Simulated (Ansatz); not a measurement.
Level of theory: Ansatz, DFT PBE, scalar-relativistic, plane waves, PAW. All cells share a 420 eV cutoff and Γ-centred k meshes spaced at most about 0.3 Å⁻¹ (about 0.25 or finer for metals, 2π included). No spin polarisation.

Each guess is relaxed in cell and atoms at zero pressure, on a coarse mesh first where it starts far from rest and then on a converged one. The steps can't lower the symmetry of the start, but it can rise. Energies are static (0 K, no zero-point motion).

Two unrelaxed guesses for ZrB2:

Guess 1.

```
Zr B
1.0
     2.85628    0.00000    0.00000
     0.00000    3.55879    0.00000
     0.00000    0.00000    3.62158
Zr B
1 2
Direct
  0.50000 0.00000 0.00000
  0.50000 0.50000 0.50000
  0.50000 0.00000 0.50000
```

Guess 2.

```
Zr B
1.0
    -2.24032    2.24032    3.53460
     2.24032   -2.24032    3.53460
     2.24032    2.24032   -3.53460
Zr B
2 4
Direct
  0.19083 0.19083 0.00000
  0.80917 0.80917 0.00000
  0.50000 0.19381 0.69381
  0.50000 0.80619 0.30619
  0.80619 0.50000 0.30619
  0.19381 0.50000 0.69381
```

Question: Which guess leads to the lower structure, and by how much?

Answer: Guess 2 ends lower, by 0.96 eV/atom. Guess 1: Pmmm at 12.3 Å³/atom → Pmmm at 14.9 Å³/atom; Guess 2: I4/mmm at 11.8 Å³/atom → I4/mmm at 10.9 Å³/atom. Counting B atoms around Zr (those within 1.25 times the shortest such distance or 1.15 times the sum of covalent radii; a plus sign parts nearer from farther groups), the end of guess 1 has Zr 2+4 and the end of guess 2 has Zr 12. The end of guess 1 holds B–B chains (shortest 1.57 Å); the end of guess 2 holds B–B nets (shortest 1.67 Å). End of guess 1. Conventional cell: a = 3.093 Å, b = 3.136 Å, c = 4.611 Å. Zr is surrounded by 2 B at 2.31 Å, 4 B at 2.79 Å and 4 Zr at 3.09–3.14 Å; around B on its first site lie 2 B at 1.57 Å and 4 Zr at 2.79 Å; around B on its second site lie 2 B at 1.57 Å and 2 Zr at 2.31 Å. End of guess 2. Conventional cell: a = 4.164 Å, c = 7.539 Å. Around Zr lie 12 B at 2.64–2.67 Å, 1 Zr at 2.88 Å and 4 Zr at 3.07 Å; B is surrounded by 3 B at 1.67–1.76 Å, 1 B at 2.49 Å and 6 Zr at 2.64–2.67 Å.

Ends held by symmetry can be saddle points. Neither end is the lowest form computed: that has the AlB2 type, space group P6/mmm (No. 191), is reached from a cell as deposited in COD and lies 0.48 eV/atom below the better end. Some candidate types were left out of the draw beforehand, so a known form may be missing.
